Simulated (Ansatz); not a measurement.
TaN:

```
CELL_PARAMETERS angstrom
2.73231 0.00000 0.00000
0.00000 2.73231 0.00000
0.00000 0.00000 2.73231
ATOMIC_POSITIONS crystal
Ta 0.00000 0.00000 0.00000
N 0.50000 0.50000 0.50000
```

The cell comes from a database or a generator and needn't be the stable form of this composition.

- Program: Ansatz 0.2.0
- Task: relaxation of cell and atoms
- Functional: HF
- Potentials or basis: Ansatz PAW
- Cutoff: 420 eV (not typed: the program's choice for these potentials)
- k mesh: 5 × 5 × 5
- Occupations: fermi-dirac, width 0.05 eV
- Spin: no spin polarisation

At the start: volume 10.20 Å³/atom.

Task: How do energy, volume and symmetry change on relaxing?

Result: It ends after 7 steps and the volume is 10.40 Å³/atom (+2.0 %); space group Pm-3m (No. 221, to 0.05 Å).

Step by step:
| step | energy change (eV) | largest force (eV/Å) | volume (Å³) |
| --- | --- | --- | --- |
| 1 | 0.0000 | 0.0000 | 20.40 |
| 2 | -0.0035 | 0.0000 | 21.08 |
| 3 | -0.0083 | 0.0000 | 20.80 |
| 4 | -0.0083 | 0.0000 | 20.80 |
| 5 | -0.0089 | 0.0000 | 20.80 |
| 6 | -0.0089 | 0.0000 | 20.80 |
| 7 | -0.0089 | 0.0000 | 20.80 |

Final structure:
```
Ta N
1.0
     2.75016    0.00000    0.00000
     0.00000    2.75016    0.00000
     0.00000    0.00000    2.75016
Ta N
1 1
Direct
  0.00000 0.00000 0.00000
  0.50000 0.50000 0.50000
```

Caveat: the k mesh is coarse (spacing up to 0.46 Å⁻¹), so the values aren't converged, least of all with exact exchange; the plane-wave basis is chosen anew once the cell has moved, so the energies of steps on either side of that aren't comparable; the PAW data sets come from PBE, with cores solved anew for the run's functional, which leaves a small shift of forces and pressure.
